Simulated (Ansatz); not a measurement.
## B: start and end of a relaxation

Recipe of this trial structure of B: 4-connected net of one element (P-6m2, No. 187). Its size is a rough estimate.

start.xyz

```xyz
16
Lattice="2.7417 0.0000 0.0000 -1.3708 2.3743 0.0000 0.0000 0.0000 17.9431" Properties=species:S:1:pos:R:3 pbc="T T T"
B     0.0000    1.5829   14.8565
B     0.0000    0.0000   12.6210
B     1.3708    0.7914    5.8844
B     1.3708    0.7914   10.3782
B     0.0000    0.0000    8.1309
B     0.0000    1.5829    1.4070
B     0.0000    0.0000    3.6442
B     1.3708    0.7914   17.1017
B     1.3708    0.7914    0.8414
B     1.3708    0.7914   12.0587
B     0.0000    1.5829   16.5361
B     0.0000    0.0000    5.3221
B     0.0000    0.0000   14.2988
B     0.0000    0.0000    9.8122
B     0.0000    1.5829    3.0865
B     1.3708    0.7914    7.5649
```

All numbers below come from Ansatz 0.2.0, DFT PBE, scalar-relativistic, plane waves, PAW. Cutoff 420 eV, Gaussian smearing, Γ-centred meshes. Cell and atoms relax first on a coarse mesh and then on a finer one. In between, the cell is made exact in the group found at 0.06 Å. In metals the finer mesh still leaves noise of several meV/atom or more. The steps can't lower the symmetry of their start. No spin polarisation.

end.xyz

```xyz
16
Lattice="2.7218 0.0000 0.0000 -1.3609 2.3571 0.0000 0.0000 0.0000 19.2214" Properties=species:S:1:pos:R:3 pbc="T T T"
B     0.0000    1.5714   15.6503
B     0.0000    0.0000   12.9704
B     1.3609    0.7857    7.1338
B     1.3609    0.7857   10.4425
B     0.0000    0.0000    7.8870
B     0.0000    1.5714    1.8961
B     0.0000    0.0000    4.5796
B     1.3609    0.7857   18.3818
B     1.3609    0.7857    0.8396
B     1.3609    0.7857   12.0877
B     0.0000    1.5714   17.3254
B     0.0000    0.0000    6.2511
B     0.0000    0.0000   14.6418
B     0.0000    0.0000   11.3344
B     0.0000    1.5714    3.5712
B     1.3609    0.7857    8.7790
```

The symmetry stays P-6m2 (No. 187). The volume per atom grows by 5.6 %, from 7.3 to 7.7 Å³. The shortest distance goes from 1.68 Å (B–B) to 1.64 Å (B–B). The energy falls by about 0.55 eV/atom (the start's value is from the coarse mesh).

For B, the volume per atom is 7.71 Å³ and the density is 2.33 g/cm³. The energy over the standard state is +0.52 eV/atom and the gap on the 18×18×2 mesh of the 16-atom cell is 0 eV (a metal).

Energies count from the standard state of B at the same level. It lies above the standard state, so it could only be metastable.

The last run used Gaussian smearing of 0.10 eV. A structure relaxed within its symmetry needn't be a true minimum. In all, the 3 runs took 2.3 min on 1 thread of Intel(R) Xeon(R) Platinum 8488C (Sapphire Rapids), with other jobs on the host. Another cell of B relaxed alike, in P4_3, lies 200 meV/atom lower, so this cell isn't the stable form at this level.
